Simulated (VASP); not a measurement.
# Sn (Immm) in VASP: notebook

One crystal, Sn, is run at these levels: PBE; tasks: single point.

Everything below comes from runs of VASP 6.6.1. Logs are shortened: lines on timing, memory, paths and dates and some standing lists are left out, and cuts for length are marked.

**1. Starting point**

The structure is orthorhombic, space group Immm (No. 71). Conventional cell: a = 3.453 Å, b = 3.551 Å, c = 4.677 Å, α = 90.00°, β = 90.00°, γ = 90.00°. Sn (site symmetry mmm) has 12 Sn at 3.41 to 3.55 Å as nearest neighbours.

This isn't the form of Sn at room conditions, which is tetragonal (white tin).

**2. Single point, PBE**

INCAR

```
SYSTEM = Sn
ADDGRID = .FALSE.
ALGO = Normal
EDIFF = 1E-7
ENCUT = 250
GGA = PE
ISIF = 2
ISMEAR = 1
LASPH = .TRUE.
LCHARG = .FALSE.
LREAL = .FALSE.
LWAVE = .FALSE.
NELM = 100
PREC = Accurate
SIGMA = 0.2
```

KPOINTS

```
k-points
0
G
  12 12 12
  0 0 0
```

POSCAR

```
Sn
1.0
   -1.6810770000      1.7214010000      2.3373330000
    1.7271670000     -1.7623000000      2.4024190000
    1.7145940000      1.7948920000     -2.3683880000
Sn
1
Direct
    0.0245380000     -0.0183670000      0.0024320000
```

Potentials or basis: VASP PAW PBE potentials, release 64 (Sn).

Launch:

```
$ cat potpaw_PBE.64/Sn/POTCAR > POTCAR
$ mpirun -np 1 vasp_std > vasp.out
```

OUTCAR:

```text
SYSTEM = Sn
   EDIFF = 1E-7
   ENCUT = 250
   GGA = PE
   ISIF = 2
   ISMEAR = 1
   LASPH = .TRUE.
   LREAL = .FALSE.
   NELM = 100
   PREC = Accurate

 Found    868 irreducible k-points:

 Following reciprocal coordinates:
            Coordinates               Weight
  0.000000  0.000000  0.000000      1.000000
  0.083333  0.000000  0.000000      2.000000
  0.166667  0.000000  0.000000      2.000000
  0.250000  0.000000  0.000000      2.000000
  0.333333  0.000000  0.000000      2.000000
  0.416667  0.000000  0.000000      2.000000
   k-points           NKPTS =    868   k-points in BZ     NKDIM =    868   number of bands    NBANDS=      6
   number of dos      NEDOS =    301   number of ions     NIONS =      1
   total plane-waves  NPLWV =   5832
   dimension x,y,z NGX =    18 NGY =   18 NGZ =   18
   dimension x,y,z NGXF=    36 NGYF=   36 NGZF=   36
   ions per type =               1
   NGX,Y,Z   is equivalent  to a cutoff of   8.92,  8.69,  8.72 a.u.
   NGXF,Y,Z  is equivalent  to a cutoff of  17.84, 17.38, 17.44 a.u.
 SYSTEM =  Sn
   PREC   = accura    normal or accurate (medium, high low for compatibility)
   ISTART =      0    job   : 0-new  1-cont  2-samecut
   ICHARG =      2    charge: 1-file 2-atom 10-const
   ISPIN  =      1    spin polarized calculation?
   LNONCOLLINEAR =      F non collinear calculations
   LSORBIT =      F    spin-orbit coupling
   LASPH  =      T    aspherical Exc in radial PAW
   ENCUT  =  250.0 eV  18.37 Ry    4.29 a.u.   4.32  4.44  4.42*2*pi/ulx,y,z
   NELM   =    100;   NELMIN=  2; NELMDL= -5     # of ELM steps
   EDIFF  = 0.1E-06   stopping-criterion for ELM
   LREAL  =      F    real-space projection
   EDIFFG = 0.1E-05   stopping-criterion for IOM
   NSW    =      0    number of steps for IOM
   IBRION =     -1    ionic relax: 0-MD 1-quasi-New 2-CG
   NFREE  =      0    steps in history (QN), initial steepest desc. (CG)
   ISIF   =      2    stress and relaxation
   ISYM   =      2    0-nonsym 1-usesym 2-fastsym
   POTIM  = 0.5000    time-step for ionic-motion
   TEBEG  =    0.0;   TEEND  =   0.0 temperature during run
   PSTRESS=    0.0 pullay stress
   NELECT =       4.0000    total number of electrons
   NUPDOWN=      -1.0000    fix difference up-down
   EMIN   =  10.00;   EMAX   =-10.00  energy-range for DOS
   EFERMI =   0.00;   METHOD = LEGACY
   ISMEAR =     1;   SIGMA  =   0.20  broadening in eV -4-tet -1-fermi 0-gaus
   EFERMI_NEDOS =   21; number of points for ismear=-14 and -15
   IALGO  =     38    algorithm
   IMIX   =      4    mixing-type and parameters
     AMIX     =   0.40;   BMIX     =  1.00
     AMIX_MAG =   1.60;   BMIX_MAG =  1.00
  volume/ion in A,a.u.               =      28.67       193.50
  Fermi-wavevector in a.u.,A,eV,Ry     =   0.849055  1.604482  9.808370  0.720895
  Thomas-Fermi vector in A             =   1.964816
   LORBIT       =      0    0 simple, 1 ext, 2 COOP (PROOUT), +10 PAW based schemes
   GGA     = PE    functional components
   LHFCALC =     F    Hartree Fock is set to
   AEXX    =    0.0000 exact exchange contribution
   IVDW    =     0    specifies the selected vdW correction
   LEPSILON=     F    determine dielectric tensor
   LRPA    =     F    only Hartree local field effects (RPA)
 non-spin polarized calculation
 Methfessel and Paxton  Order N= 1 SIGMA  =   0.20
  energy-cutoff  :      250.00
  volume of cell :       28.67
 maximum number of plane-waves:       273
 NGX is ok and might be reduce to    18
   NGX =  9   NGY =  9   NGZ =  9

 number of electron       3.9999999 magnetization

 Free energy of the ion-electron system (eV)
  ---------------------------------------------------
  ext. energy  EPLUGINS =         0.00000000
  ---------------------------------------------------
  free energy    TOTEN  =        -3.76444639 eV

  energy without entropy =       -3.76376781  energy(sigma->0) =       -3.76422020

 E-fermi :   4.9324     XC(G=0):  -9.9665

 val. band max:        4.9307277731   @ k =   0.2500  -0.1667   0.3333
 cond. band min:       4.9417373255   @ k =  -0.2500  -0.1667   0.4167
 fundamental gap:      0.0110095524
 Fermi energy:         4.9323747239

 k-point     1 :       0.0000    0.0000    0.0000
  band No.  band energies     occupation
      1      -5.8271      2.00000
      2      11.8340      0.00000
      3      12.2030      0.00000
      4      12.5656      0.00000
      5      15.5976      0.00000
      6      15.7599      0.00000

 k-point     2 :       0.0833    0.0000    0.0000
  band No.  band energies     occupation
      1      -5.6897      2.00000
      2      10.8761      0.00000
      3      11.7144      0.00000
      4      12.2084      0.00000
      5      14.8651      0.00000
      6      16.1491      0.00000

 k-point     3 :       0.1667    0.0000    0.0000
  band No.  band energies     occupation
      1      -5.2779      2.00000
      2       8.3926     -0.00000
      3      11.3963      0.00000
      4      11.6473      0.00000
      5      14.4553      0.00000
      6      16.7793      0.00000

 k-point     4 :       0.2500    0.0000    0.0000
  band No.  band energies     occupation
      1      -4.5952      2.00000
      2       5.8819     -0.00000
      3      11.0374      0.00000
      4      11.1078      0.00000
      5      14.2322      0.00000
      6      16.1837      0.00000

 k-point     5 :       0.3333    0.0000    0.0000
  band No.  band energies     occupation
      1      -3.6566      2.00000
      2       3.5791      2.00000
      3      10.5868      0.00000
      4      10.8421      0.00000
      5      14.1880      0.00000
      6      15.5101      0.00000

 k-point     6 :       0.4167    0.0000    0.0000
  band No.  band energies     occupation
      1      -2.5344      2.00000
      2       1.6209      2.00000
      3      10.2845      0.00000
      4      10.6946      0.00000
      5      14.3101      0.00000
      6      15.0787      0.00000

 [... further k-points ...]

------------------------ aborting loop because EDIFF is reached ----------------------------------------

  FORCE on cell =-STRESS in cart. coord.  units (eV):
  Direction    XX          YY          ZZ          XY          YZ          ZX
  --------------------------------------------------------------------------------------
  -------------------------------------------------------------------------------------
  Total       -0.1948146     -0.2337901     -0.2828140      0.0351778     -0.0501778      0.0293786
  in kB      -10.8856792    -13.0635140    -15.8028292      1.9656330     -2.8037934      1.6415923
  external PRESSURE =     -13.2506741 kB  Pullay stress =       0.0000000 kB

 VOLUME and BASIS-vectors are now :
 -----------------------------------------------------------------------------
  energy-cutoff  :      250.00
  volume of cell :       28.67
      direct lattice vectors                 reciprocal lattice vectors
    -1.681077000  1.721401000  2.337333000    -0.004822354  0.286321943  0.213499049
     1.727167000 -1.762300000  2.402419000     0.288499269 -0.000911461  0.208168231
     1.714594000  1.794892000 -2.368388000     0.287885548  0.281643047 -0.000369160

 POSITION                                       TOTAL-FORCE (eV/Angst)
 -----------------------------------------------------------------------------------
      1.65836     -1.68333      2.40989         0.000000     -0.000000      0.000000
 -----------------------------------------------------------------------------------
    total drift:                               -0.000000      0.000001     -0.000001

  FREE ENERGIE OF THE ION-ELECTRON SYSTEM (eV)
  ---------------------------------------------------
  free  energy   TOTEN  =        -3.7644463948 eV

  energy  without entropy=       -3.7637678075  energy(sigma->0) =       -3.76422020
```

OSZICAR:

```text
N       E                     dE             d eps       ncg     rms          rms(c)
DAV:   1    -0.999737625919E+00   -0.99974E+00   -0.95655E+02 10668   0.253E+02
DAV:   2    -0.375166037212E+01   -0.27519E+01   -0.26193E+01 14316   0.288E+01
DAV:   3    -0.377839413024E+01   -0.26734E-01   -0.26206E-01 12312   0.311E+00
DAV:   4    -0.377843159360E+01   -0.37463E-04   -0.37462E-04 14886   0.133E-01
DAV:   5    -0.377843166156E+01   -0.67955E-07   -0.68622E-07 12636   0.373E-03    0.129E+00
DAV:   6    -0.376994951134E+01    0.84822E-02   -0.22091E-03 12054   0.318E-01    0.756E-01
DAV:   7    -0.376437013942E+01    0.55794E-02   -0.62800E-03 11280   0.537E-01    0.537E-02
DAV:   8    -0.376444498313E+01   -0.74844E-04   -0.68114E-05 14610   0.642E-02    0.877E-03
DAV:   9    -0.376444639762E+01   -0.14145E-05   -0.24710E-06 12696   0.126E-02    0.324E-03
DAV:  10    -0.376444639484E+01    0.27738E-08   -0.49086E-07 13002   0.452E-03
   1 F= -.37644464E+01 E0= -.37642202E+01  d E =-.678587E-03
```

Run time: 18 s. Hardware: 1 thread of Intel Xeon 6975P-C (Granite Rapids), shared host; peak memory 0.16 GiB.

The run converged, but some of its settings lie outside the range that counts as converged, so its numbers aren't taken as properties of the crystal.

Results:

```yaml
Free_energy: -3.7644 eV
Pressure: -1.3 GPa
Band_gap_on_the_k_mesh: none (metal or under the smearing width)
```

**3. Single point, PBE**

Changes to INCAR since step 2:

```diff
@@ -4,3 +4,3 @@
 EDIFF = 1E-7
-ENCUT = 250
+ENCUT = 700
 GGA = PE
```

KPOINTS

```
k-points
0
G
  8 8 8
  0 0 0
```

POSCAR

```
Sn
1.0
   -1.7265390000      1.7755470000      2.3383420000
    1.7265390000     -1.7755470000      2.3383420000
    1.7265390000      1.7755470000     -2.3383420000
Sn
1
Direct
    0.0000000000      0.0000000000      0.0000000000
```

Potentials or basis: VASP PAW PBE potentials, release 64 (Sn).

Launch:

```
$ cat potpaw_PBE.64/Sn/POTCAR > POTCAR
$ mpirun -np 1 vasp_std > vasp.out
```

It took 13 s on 1 thread of Intel Xeon 6975P-C (Granite Rapids), shared host; peak memory 0.18 GiB.

The run converged, but some of its settings lie outside the range that counts as converged, so its numbers aren't taken as properties of the crystal.

Results:

```yaml
Free_energy: -3.7877 eV
Pressure: -1.4 GPa
Band_gap_on_the_k_mesh: none (metal or under the smearing width)
```

**4. The reference run**

An earlier run on the cell as given: functional PBE; potentials or basis VASP PAW PBE potentials, release 64 (Sn_d); cutoff 520 eV; k mesh 11 × 11 × 11; occupations fermi-dirac, width 0.05 eV; no spin polarisation.

* Pressure: -1.1 GPa
* Band gap on the k mesh: none (metal or under the smearing width)
